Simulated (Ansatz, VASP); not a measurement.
This is a calculation of V for VASP 6.6.1. 

The input INCAR:

```
ALGO = Normal
EDIFF = 1E-6
ENCUT = 520
GGA = RP
ISIF = 2
ISMEAR = 0
ISPIN = 2
LASPH = T
LCHARG = F
LMAXMIX = 4
LORBIT = 11
LREAL = F
LWAVE = F
MAGMOM = 2
NELM = 150
PREC = Accurate
SIGMA = 0.1
```

Contents of KPOINTS:

```
k-points
0
Gamma
  12 12 12
```

The input POSCAR:

```
V
1.0
   -1.5143500000      1.5143500000      1.5143500000
    1.5143500000     -1.5143500000      1.5143500000
    1.5143500000      1.5143500000     -1.5143500000
V
1
Direct
    0.0000000000      0.0000000000      0.0000000000
```

Potentials or basis: VASP PAW PBE potentials, release 64 (V_sv).

The run is started by

```bash
$ cat potpaw_PBE.64/V_sv/POTCAR > POTCAR
$ mpirun -np 1 vasp_std > vasp.out
```

Problem. Translate it to Ansatz 0.2.0. Potentials or basis there: Ansatz PAW, cutoff 420 eV.

Solution. As run (cutoffs and basis follow the program's own potentials, and thresholds, step limits or extra output files can differ):

The input input.yaml:

```yaml
crystal:
  lattice:
    - [-1.51435, 1.51435, 1.51435]
    - [1.51435, -1.51435, 1.51435]
    - [1.51435, 1.51435, -1.51435]
  atoms:
    - { symbol: V, position: [0.0, 0.0, 0.0], spin: 2.0 }
hamiltonian:
  xc: rpbe
  pseudopotentials: { kind: paw }
magnetization:
  spin_polarized: true
kpoints:
  mp_grid: { grid: [12, 12, 12] }
scf:
  occupations: { method: gaussian, width: 0.1 }
output:
  forces: true
  stress: true
  eigenvalues: true
```

Potentials or basis: Ansatz PAW.

Command:

```console
$ ansatz run input.yaml --threads 2 --pin off --max-ram 5632MiB --backend cpu --events-out ev --progress --plain --runs-dir out
```

Both were run:

|  | VASP | Ansatz |
| --- | --- | --- |
| Pressure | -1.0 GPa | -1.2 GPa |
| Net moment | 0.00 μB per cell | 0.00 μB per cell |

Ansatz's pressure holds a Pulay term of +0.12 GPa for its cutoff of 420 eV, which the other run lacks.

VASP's potentials were made for PBE. Ansatz's potentials were made for PBE.

Where Ansatz's input types no cutoff or centring, it takes its own default and a Γ-centred mesh.

The magnetic state is the one that the start led to; the real crystal's order can differ.

Pressure is positive in compression.
